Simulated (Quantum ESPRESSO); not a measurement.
Crystal: Os.

```
Os
1.0
     2.73410    0.00000    0.00000
    -1.36705    2.36780    0.00000
     0.00000    0.00000    4.31970
Os
2
Cartesian
  1.3671 0.7893 3.2398
  0.0000 1.5785 1.0799
```

Program: Quantum ESPRESSO 7.5. Alike in all runs: cell as given.

Order these runs on this cell by their pressure, lowest first.
A. level LDA; potentials or basis PseudoDojo 0.4.1 SR LDA standard; spin off; k mesh 8 × 8 × 4; cutoff (eV) 1007; smearing fermi-dirac 0.05 eV; mixing beta 0.5; SCF threshold 4e-10 Ry; form of the LDA correlation PW92; mesh quality coarse
B. level vdW-DF-cx; potentials or basis GBRV 1.5 PBE; spin collinear, ferromagnetic start; k mesh 11 × 11 × 6; cutoff (eV) 612; smearing fermi-dirac 0.1 eV; mixing beta 0.3; SCF threshold 4e-10 Ry; dos occupations tetrahedra_opt; mesh quality not flagged
C. level PBE; potentials or basis PseudoDojo 0.4.1 SR PBE standard; spin off; k mesh 11 × 11 × 6; cutoff (eV) 1007; smearing fermi-dirac 0.05 eV; mixing beta 0.5; SCF threshold 4e-10 Ry; mesh quality not flagged
D. level r2SCAN; potentials or basis SG15 PBE 1.2; spin off; k mesh 8 × 8 × 4; cutoff (eV) 952; smearing fermi-dirac 0.05 eV; symmetry off; mixing beta 0.5; SCF threshold 1e-08 Ry; mesh quality coarse
E. level SCAN; potentials or basis SG15 PBE 1.2; spin off; k mesh 8 × 8 × 4; cutoff (eV) 952; smearing fermi-dirac 0.05 eV; symmetry off; mixing beta 0.5; SCF threshold 1e-08 Ry; mesh quality coarse

A (-10.0 GPa), E (-5.0 GPa), B (-0.6 GPa), D (1.1 GPa), C (8.2 GPa).

Caveats: some runs use coarse meshes; the potentials were made for another functional, which shifts forces and pressure (some runs); the Wannier minimisation didn't converge (some runs).

Not every run made on this cell is shown here.
